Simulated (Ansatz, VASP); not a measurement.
# Cross-check of CuI (Marshite) between VASP and Ansatz

Aim: how closely do two programs agree when they are given the same cell, functional and k mesh? Other levels of theory on this material are compared in a session of their own.

Method: plane waves, with VASP 6.6.1 beside it; single point at PBE and single point at PBE, spin-orbit coupling, in Ansatz 0.2.0.

The database entry behind the starting cell differs from later determinations by our own check (about 0.15 % long (mineral sample)), so it need not match the best structure at ambient conditions.

**1. The starting structure**

It takes space group F-43m (No. 216, cubic). The conventional cell has a = 6.063 Å, b = 6.063 Å, c = 6.063 Å, α = 90.00°, β = 90.00°, γ = 90.00°. Nearest to I lie 4 Cu at 2.63 Å. Cu has 4 I at 2.63 Å nearest. Farther neighbours and most contacts between anions are not listed.

**2. Ansatz: single point, PBE**

Ansatz runs on its default PAW (the set named soft_2) files.

A single point gives forces, pressure and levels at one fixed geometry, so differences don't come from the geometry; what else differs is listed under the comparison.

File input.yaml:

```yaml
crystal:
  lattice:
    - [0.0, 3.0315, 3.0315]
    - [3.0315, 0.0, 3.0315]
    - [3.0315, 3.0315, 0.0]
  atoms:
    - { symbol: I, position: [0.0, 0.0, 0.0] }
    - { symbol: Cu, position: [0.75, 0.75, 0.75] }
hamiltonian:
  xc: pbe
  pseudopotentials: { kind: paw }
kpoints:
  mp_grid: { grid: [10, 10, 10] }
scf:
  occupations: { method: gaussian, width: 0.05 }
  n_extra_bands: 4
output:
  forces: true
  stress: true
  eigenvalues: true
```

Launch:

```
> ansatz run input.yaml --threads 2 --pin off --max-ram 4608MiB --backend cpu --events-out ev --progress --plain --runs-dir out
```

Numbers of over 12 decimals in the logs are rounded to 6 here.

The log of the run:

```text
scf.n_extra_bands = 4 over 18 filled bands (N_el = 36.0): the run solves 22 bands
Engine: ansatz 0.2.0, aarch64-unknown-linux-gnu
Pseudopotentials: kind: paw
Pseudopotential: I, paw, valence charge 17, recommended cutoff 420 eV (normal), I.paw.azcp
Pseudopotential: Cu, paw, valence charge 19, recommended cutoff 420 eV (normal), Cu.paw.azcp
Functional definition: PBE
  parameter kappa = 0.804
  parameter beta = 0.066725
  exchange = pbe_x(kappa = kappa, mu = beta*pi^2/3)
  correlation = pbe_c(beta = beta)
Crystal: 2 atoms, lattice volume = 55.719 Å³
Basis set: ecut = 420 eV, 1067 PW (Γ), exchange–correlation on 60×60×60 points (8 copies of the dense FFT grid, shifted against one another)
Bands: 22, of which v1, the nominal top of the filled ones, is band 18 counted from 1 (17 counted from 0)
Symmetry: 24 space group operations
Space group: F-43m (ITA 216), of the structure as read, at distance tolerance 3.8e-5 Å
k-points: 47 of 1000 (time reversal used)
Non-local potential: I, projectors of the file, l = 0: 2, l = 1: 2, l = 2: 2, l = 3: 2
Non-local potential: Cu, projectors of the file, l = 0: 3, l = 1: 2, l = 2: 3, l = 3: 1
PAW form: soft (Blöchl's): semilocal exchange-correlation on the pseudo side does not see the compensation charge
PAW one-centre angular grid: I, 590 points (default); XC on 64 Gauss nodes
PAW one-centre angular grid: Cu, 590 points (default); XC on 64 Gauss nodes
Initial density: superposition of atomic densities (neutral atoms: chi_scale 0, normalization atom), corrected by the library's trained network
Initial wavefunctions: pseudopotential atomic-orbital guess
Functional: x = pbe(κ = 0.804, μ = 0.219515), c = pbe(β = 0.066725)
SCF iter   1: F=—  HF=-14138.366174 eV  |F-HF|=—  |Δ(HF+E_count)|=         —  Δρ=1.22e-3  dr2=6.83e-4  ethr=1.77e-3  ⟨swp⟩=6.2  Hψ=5094  notcnv=0
preconditioner: auto → none  [insulator: Δε(μ)=1.133 eV  Ē_g=8.968 eV  σ=0.050 eV  W_gap=1.00  n_scr=14 (ndim 8)  ℏωp=21.1 eV  f_vac=0.179  D(μ)=0.00/eV (n_scr^D=0)  ε∞_Penn≈6.5]
SCF iter   2: F=—  HF=-14138.366411 eV  |F-HF|=—  |Δ(HF+E_count)|=   2.37e-4  Δρ=2.12e-3  dr2=1.55e-3  ethr=1.90e-6  ⟨swp⟩=3.0  Hψ=2455  notcnv=0
SCF iter   3: F=—  HF=-14138.366076 eV  |F-HF|=—  |Δ(HF+E_count)|=   3.36e-4  Δρ=2.15e-4  dr2=2.17e-5  ethr=1.90e-6  ⟨swp⟩=2.0  Hψ=1824  notcnv=0
SCF iter   4: F=—  HF=-14138.366115 eV  |F-HF|=—  |Δ(HF+E_count)|=   3.95e-5  Δρ=6.25e-5  dr2=1.39e-6  ethr=6.02e-8  ⟨swp⟩=2.0  Hψ=1457  notcnv=0
SCF iter   5: F=—  HF=-14138.366121 eV  |F-HF|=—  |Δ(HF+E_count)|=   6.00e-6  Δρ=2.32e-5  dr2=2.85e-7  ethr=3.85e-9  ⟨swp⟩=2.0  Hψ=1679  notcnv=0
SCF iter   6: F=-14138.366122 eV  HF=-14138.366122 eV  |F-HF|=8.05e-9  |Δ(HF+E_count)|=   6.99e-7  Δρ=5.90e-6  dr2=1.22e-8  ethr=2.78e-10  ⟨swp⟩=7.0  Hψ=5012  notcnv=0
SCF 1 converged in 6 iterations: F = -14138.366122 eV  dr2 = 1.22e-8
  greatest PAW one-centre occupation: 1.000 electrons in one spin orbital (limit 2), on the Cu atom at site 1 (counted from 0), in its partial waves of l = 0
SCF converged after 6 iterations
Free energy (F): -14138.366122 eV
Harris-Foulkes:  -14138.366122 eV  (|F-HF|=8.05e-9)
Internal energy: -14138.366122 eV  (E = F + TS)
E sigma→0 (E₀):  -14138.366122 eV
Fermi energy:    8.717558 eV
--- Per-component energies (eV) ---
  E_band       = -867.503336
  E_kinetic    = 489.428425
  E_local      = -7622.517677  (includes V_loc(G=0)·N_el)
  E_nonlocal   = 313.606112
  E_hartree    = 3542.823689
  E_xc         = -215.251468
  E_vxc        = -241.062966  (∫ρ·V_xc dr)
  E_paw        = -6492.324049  (= ΣΔE_a)
  E_vpaw       = -892.596801  (= ΣTr[D̂ρ^β])
  E_aug_tail   = 0.000298  (compensation charges beyond the density's cutoff)
  E_ewald      = -4154.131452
  E_smearing   = -0.000000  (= −TS)
  E_closure    = 0.000000  (closes the sum)
  Σ components = -14138.366122   (vs F -14138.366122, Δ=0.00e0)
--- Forces (eV/Å), atoms counted from 1 ---
  atom   1  I     -0.00000000    -0.00000000    -0.00000000
  atom   2  Cu     0.00000000     0.00000000     0.00000000
  max |Σ_I F_I| component: 9.25e-18 eV/Å
--- Stress (GPa, compression-positive) ---
        0.312441       0.000000      -0.000000
        0.000000       0.312441       0.000000
       -0.000000       0.000000       0.312441
  P = ⅓ Tr σ = 0.3124 GPa (3.124 kbar)
--- Band table (eV; the first three rows and the last of 47) ---
  k-point 0: bands = [... 14 lower, 6.3069, 8.1555, 8.1555, 8.1555, 9.2771, 13.0318, 13.0318, 13.0318]
  k-point 1: bands = [... 14 lower, 6.3026, 7.6943, 8.0792, 8.0792, 9.7977, 12.9376, 13.1782, 13.1782]
  k-point 2: bands = [... 14 lower, 6.2968, 7.1122, 7.8932, 7.8932, 10.3299, 13.2030, 13.4776, 13.4776]
  k-point 46: bands = [... 14 lower, 6.2606, 6.3898, 6.5662, 6.8855, 12.3800, 12.4206, 14.6597, 14.8717]
```

Run time: 2.1 s. Hardware: 2 threads of Arm Neoverse V2, shared host; peak memory 0.37 GiB.

The run ends at a pressure of 0.31 GPa.

**3. VASP: single point, PBE**

The same cell, functional, mesh and smearing now go to VASP, with its own data sets and cutoff.

Lines of VASP's logs that name or quote its potential files are left out, and so is its time.

File INCAR:

```
SYSTEM = CuI
PREC = Accurate
ENCUT = 400
EDIFF = 1E-07
NELM = 100
ISMEAR = 0
SIGMA = 0.05
LREAL = .FALSE.
ALGO = Normal
GGA = PE
NBANDS = 36
LWAVE = .FALSE.
LCHARG = .FALSE.
KPAR = 4
LOPTICS = .TRUE.
NEDOS = 2000
CSHIFT = 0.2
```

File POSCAR:

```
CuI
1.0
    0.0000000000      3.0315000000      3.0315000000
    3.0315000000      0.0000000000      3.0315000000
    3.0315000000      3.0315000000      0.0000000000
I Cu
1 1
Direct
    0.0000000000      0.0000000000      0.0000000000
    0.7500000000      0.7500000000      0.7500000000
```

File KPOINTS:

```
Automatic mesh
0
Gamma
10 10 10
0 0 0
```

Potentials, in the order of the species: I and Cu (PBE family, release 64).

Launch:

```
> mpirun -np 4 vasp_std
```

The log of the run:

```text
[banner, memory and clock lines left out]
running    4 mpi-ranks, on    1 nodes
 distrk:  each k-point on    1 cores,    4 groups
 distr:  one band on    1 cores,    1 groups

 POSCAR found type information on POSCAR I Cu
 POSCAR found :  2 types and       2 ions
 LDA part: xc-table for (Slater+PW92), standard interpolation
 POSCAR, INCAR and KPOINTS ok, starting setup
 FFT: planning ... GRIDC
 FFT: planning ... GRID_SOFT
 FFT: planning ... GRID
 WAVECAR not read
 entering main loop
       N       E                     dE             d eps       ncg     rms          rms(c)
DAV:   1     0.104393076024E+03    0.10439E+03   -0.50891E+03  3852   0.433E+02
DAV:   2     0.727479707722E+01   -0.97118E+02   -0.80301E+02  3804   0.135E+02
DAV:   3    -0.543720919248E+01   -0.12712E+02   -0.12181E+02  4116   0.409E+01
DAV:   4    -0.576960538085E+01   -0.33240E+00   -0.33168E+00  4160   0.660E+00
DAV:   5    -0.577925713528E+01   -0.96518E-02   -0.96501E-02  4500   0.120E+00    0.528E+00
DAV:   6    -0.571501074524E+01    0.64246E-01   -0.10902E+00  4460   0.191E+01    0.331E+00
DAV:   7    -0.556321453480E+01    0.15180E+00   -0.27604E-01  4464   0.116E+01    0.178E+00
DAV:   8    -0.556270658966E+01    0.50795E-03   -0.13775E-02  5264   0.705E-01    0.307E-01
DAV:   9    -0.556127005120E+01    0.14365E-02   -0.31974E-03  4580   0.105E+00    0.639E-02
DAV:  10    -0.556140865339E+01   -0.13860E-03   -0.18590E-04  4272   0.108E-01    0.175E-02
DAV:  11    -0.556141574932E+01   -0.70959E-05   -0.21536E-05  5268   0.647E-02    0.966E-03
DAV:  12    -0.556141739530E+01   -0.16460E-05   -0.56581E-06  4152   0.295E-02    0.362E-03
DAV:  13    -0.556141773915E+01   -0.34385E-06   -0.47798E-07  4588   0.422E-03    0.218E-03
DAV:  14    -0.556141789845E+01   -0.15931E-06   -0.93968E-08  3860   0.423E-03    0.269E-04
DAV:  15    -0.556141787242E+01    0.26035E-07   -0.85494E-09  2588   0.322E-04
   1 F= -.55614179E+01 E0= -.55614179E+01  d E =-.562854E-12
 optical routines
 imaginary and real dielectric function
 recalculating local potential from charge density
 direction            1
 direction            2
 direction            3
```

Parts of OUTCAR (step 3):

```text
ion  position               nearest neighbor table
   1  0.000  0.000  0.000-   2 2.63   2 2.63   2 2.63   2 2.63
   2  0.750  0.750  0.750-   1 2.63   1 2.63   1 2.63   1 2.63

  LATTYP: Found a face centered cubic cell.
 ALAT       =     6.0630000000

 Subroutine GETGRP returns: Found 24 space group operations
 (whereof 24 operations were pure point group operations)

The static configuration has the point symmetry T_d .

 Found     47 irreducible k-points:

   k-points           NKPTS =     47   k-points in BZ     NKDIM =     47   number of bands    NBANDS=     36

   dimension x,y,z NGX =    28 NGY =   28 NGZ =   28
   dimension x,y,z NGXF=    56 NGYF=   56 NGZF=   56

   ENCUT  =  400.0 eV  29.40 Ry    5.42 a.u.   6.99  6.99  6.99*2*pi/ulx,y,z

   NELECT =      18.0000    total number of electrons

 k-points in reciprocal lattice and weights: Automatic mesh
   0.00000000  0.00000000  0.00000000       0.001
   0.10000000  0.00000000  0.00000000       0.008
   0.20000000  0.00000000  0.00000000       0.008
   0.30000000  0.00000000  0.00000000       0.008
   0.40000000  0.00000000  0.00000000       0.008
   0.50000000  0.00000000  0.00000000       0.004
   0.10000000  0.10000000  0.00000000       0.006
   0.20000000  0.10000000  0.00000000       0.024
   0.30000000  0.10000000  0.00000000       0.024
[...]
-0.30000000  0.40000000  0.20000000       0.024
  -0.30000000  0.50000000  0.20000000       0.012

 average (electrostatic) potential at core
       1 -92.3170       2 -65.8724

 E-fermi :   4.6492

 k-point     1 :       0.0000    0.0000    0.0000
  band No.  band energies     occupation
    ...
      5       2.5805      2.00000
      6       2.5805      2.00000
      7       4.4323      2.00000
      8       4.4323      2.00000
      9       4.4323      2.00000
     10       5.5723      0.00000
     11       9.3012      0.00000
     12       9.3012      0.00000
     13       9.3012      0.00000
     14      12.6080      0.00000
    ...

 k-point     2 :       0.1000    0.0000    0.0000
  band No.  band energies     occupation
    ...
      5       2.5761      2.00000
      6       2.5761      2.00000
      7       3.9714      2.00000
      8       4.3559      2.00000
      9       4.3559      2.00000
     10       6.0917      0.00000
     11       9.2104      0.00000
     12       9.4467      0.00000
     13       9.4467      0.00000
     14      13.1503      0.00000
    ...

 k-point     3 :       0.2000    0.0000    0.0000
  band No.  band energies     occupation
    ...
      5       2.5703      2.00000
      6       2.5703      2.00000
      7       3.3875      2.00000
      8       4.1702      2.00000
      9       4.1702      2.00000
     10       6.6235      0.00000
     11       9.4798      0.00000
     12       9.7438      0.00000
     13       9.7438      0.00000
     14      13.1025      0.00000
    ...

  Total        0.0576410      0.0576410      0.0576410      0.0000000      0.0000000     -0.0000000
  in kB        1.6574455      1.6574455      1.6574455      0.0000000      0.0000000     -0.0000000
  external PRESSURE =       1.6574455 kB  Pullay stress =       0.0000000 kB

  energy-cutoff  :      400.00
  volume of cell :       55.72
      direct lattice vectors                 reciprocal lattice vectors
     0.000000000  3.031500000  3.031500000    -0.164934851  0.164934851  0.164934851
     3.031500000  0.000000000  3.031500000     0.164934851 -0.164934851  0.164934851
     3.031500000  3.031500000  0.000000000     0.164934851  0.164934851 -0.164934851

 POSITION                                       TOTAL-FORCE (eV/Angst)
 -----------------------------------------------------------------------------------
      0.00000      0.00000      0.00000        -0.000000     -0.000000     -0.000000
      4.54725      4.54725      4.54725         0.000000      0.000000      0.000000
 -----------------------------------------------------------------------------------
    total drift:                               -0.000004     -0.000004     -0.000004

  FREE ENERGIE OF THE ION-ELECTRON SYSTEM (eV)
  ---------------------------------------------------
  free  energy   TOTEN  =        -5.5614178724 eV

  energy  without entropy=       -5.5614178724  energy(sigma->0) =       -5.56141787

 plasma frequency squared (from intraband transitions) (eV^2)
  --------------------------------------------------------------------------------------
       0.000       0.000      -0.000
       0.000       0.000      -0.000
      -0.000      -0.000       0.000

[... 3 further parts left out ...]
```

**4. Side by side**

Known differences besides the potentials themselves: the data sets hold 36 valence electrons in Ansatz (default PAW (the set named soft_2) files) and 18 in VASP; the cutoff is 420 eV in Ansatz and 400 eV in VASP; VASP leaves aspherical gradient terms in its spheres out (LASPH is not set), Ansatz keeps them. Total energies have different zeros and are not compared.

Compared:

| quantity | Ansatz | VASP | difference |
| --- | --- | --- | --- |
| pressure (GPa) | 0.31 | 0.17 | +0.15 |
| gap on the k mesh (eV) | 1.122 | 1.140 | -0.018 |

A gap on the mesh is an upper bound, since the band edges may lie between its points. Ansatz's pressure holds a Pulay correction of 0.04 GPa; VASP's holds none.

**5. VASP: single point, PBE, spin-orbit coupling**

With cell and atoms fixed, the geometry can't cause a difference; cores, projectors, grids and the points listed under the comparison can.

Changes to INCAR since step 3:

```diff
@@ -10,3 +10,9 @@
 GGA = PE
-NBANDS = 36
+LNONCOLLINEAR = .TRUE.
+MAGMOM = 0 0 0 0 0 0
+NBANDS = 72
+GGA_COMPAT = .FALSE.
+LASPH = .TRUE.
+LSORBIT = .TRUE.
+LMAXMIX = 4
 LWAVE = .FALSE.
```

POSCAR is that of step 3.

File KPOINTS:

```
Automatic mesh
0
Gamma
8 8 8
0 0 0
```

Launch:

```
> mpirun -np 4 vasp_ncl
```

The log of the run:

```text
[... set-up lines as in an earlier step ...]
 entering main loop
       N       E                     dE             d eps       ncg     rms          rms(c)
DAV:   1     0.133576748467E+03    0.13358E+03   -0.45718E+03  7384   0.434E+02
DAV:   2     0.204115591604E+02   -0.11317E+03   -0.95224E+02  6664   0.144E+02
DAV:   3    -0.488301390823E+01   -0.25295E+02   -0.22456E+02  7168   0.548E+01
DAV:   4    -0.587477312776E+01   -0.99176E+00   -0.98687E+00  7736   0.125E+01
[...]
DAV:  14    -0.569261237880E+01   -0.33880E-06   -0.13014E-07  8624   0.412E-03    0.405E-03
DAV:  15    -0.569261257687E+01   -0.19807E-06   -0.40950E-08  6720   0.180E-03    0.121E-03
DAV:  16    -0.569261257613E+01    0.73805E-09   -0.19253E-08  7144   0.299E-03
   1 F= -.56926126E+01 E0= -.56926126E+01  d E =-.966009E-11  mag=    -0.0000     0.0000    -0.0000
 optical routines
 imaginary and real dielectric function
 recalculating local potential from charge density
 direction            1
 direction            2
 direction            3
```

From OUTCAR (step 5):

```text
  Total        0.0785449      0.0785449      0.0785449      0.0000000      0.0000000      0.0000000
  in kB        2.2585295      2.2585295      2.2585295      0.0000000      0.0000000      0.0000000
  external PRESSURE =       2.2585295 kB  Pullay stress =       0.0000000 kB

 POSITION                                       TOTAL-FORCE (eV/Angst)
 -----------------------------------------------------------------------------------
      0.00000      0.00000      0.00000        -0.000000     -0.000000     -0.000000
      4.54725      4.54725      4.54725         0.000000      0.000000      0.000000
 -----------------------------------------------------------------------------------
    total drift:                               -0.000001     -0.000001     -0.000001

  FREE ENERGIE OF THE ION-ELECTRON SYSTEM (eV)
  ---------------------------------------------------
  free  energy   TOTEN  =        -5.6926125761 eV

  energy  without entropy=       -5.6926125761  energy(sigma->0) =       -5.69261258

[... 1 part as in an earlier step ...]

[... 2 further parts left out ...]
[key lines of the parts left out:]
E-fermi :   4.7912
```

**6. Ansatz: single point, PBE, spin-orbit coupling**

The same cell, functional, mesh and smearing now go to Ansatz, which takes its cutoff from its data sets.

input.yaml, the sections that differ from step 2:

```yaml
hamiltonian:
  xc: pbe
  pseudopotentials: { kind: paw_fr }
magnetization:
  noncollinear: true
  spin_orbit: true
kpoints:
  mp_grid: { grid: [8, 8, 8] }
scf:
  occupations: { method: gaussian, width: 0.05 }
  n_extra_bands: 8
# crystal, output: as in step 2
```

Launch:

```
> ansatz run input.yaml --threads 2 --pin off --max-ram 4608MiB --backend cpu --events-out ev --progress --plain --runs-dir out
```

The log of the run:

```text
[...]
non-collinear run that drives no moment, with spin-orbit: no starting moment large enough to seed its density (crystal.atoms[].spin), no starting occupations that ask for one, no magnetisation constraint and no magnetic field, so the semilocal B_xc is pinned to zero
Crystal: 2 atoms, lattice volume = 55.719 Å³
[...]
k-point 1: bands = [... 32 lower, 7.9463, 7.9463, 8.1635, 8.2050, 9.9826, 9.9826, 12.9396, 12.9396, ... 4 higher]
  k-point 2: bands = [... 32 lower, 7.6911, 7.6911, 7.8653, 7.9309, 10.4158, 10.4158, 13.5267, 13.5267, ... 4 higher]
  k-point 28: bands = [... 32 lower, 6.5747, 6.5880, 6.8779, 6.9663, 12.3841, 12.8017, 12.8053, 12.8742, ... 4 higher]
[key lines of the parts left out:]
SCF converged after 9 iterations
Magnetization: |M| = 0.0000 μB,  M = (+0.0000, +0.0000, +0.0000) μB
Free energy (F): -14141.764340 eV
Fermi energy:    8.798815 eV
P = ⅓ Tr σ = 0.3779 GPa (3.779 kbar)
```

Elapsed: 8.8 s, on 2 threads; peak memory 0.55 GiB; 17 s of CPU time.

The run ends at a pressure of 0.38 GPa.

**7. Differences**

What differs besides the data sets and the points named for the pairs above, as far as they apply: spin-orbit coupling enters by fully relativistic files in Ansatz and inside the spheres in VASP; the data sets hold 36 valence electrons in Ansatz (fully relativistic PAW (standard-fr) files) and 18 in VASP. Total energies have different zeros and are not compared.

Both answers:

| quantity | Ansatz | VASP | difference |
| --- | --- | --- | --- |
| pressure (GPa) | 0.38 | 0.23 | +0.15 |
| gap on the k mesh (eV) | 0.967 | 0.983 | -0.017 |

A gap on the mesh is an upper bound, since the band edges may lie between its points. Ansatz's pressure holds a Pulay correction of 0.04 GPa; VASP's holds none.

**8. Outcome**

```json
{
 "difference in gap on the k mesh (single point, PBE)": "-0.018 eV",
 "difference in gap on the k mesh (single point, PBE, spin-orbit coupling)": "-0.017 eV"
}
```

The difference in gap on the k mesh is -0.018 eV (single point, PBE), within the 0.08 eV picked in this series as the mark of a large difference. 3 further runs of this series are not shown here. How closely two codes agree says nothing of how well the functional describes the real material.

[Lines on the potential files, build, host, timing and source positions are cut from VASP's logs without a mark.]

[Logs are printed without paths, hosts, clocks, repeated set-up lines and the standing remarks that a program may print on its own settings, such as how far it seeks lower states.]

[Hosts, paths, dates, database ids (printed as entryN), source tags and the programs' standing remarks are cut or masked in the printed files.]
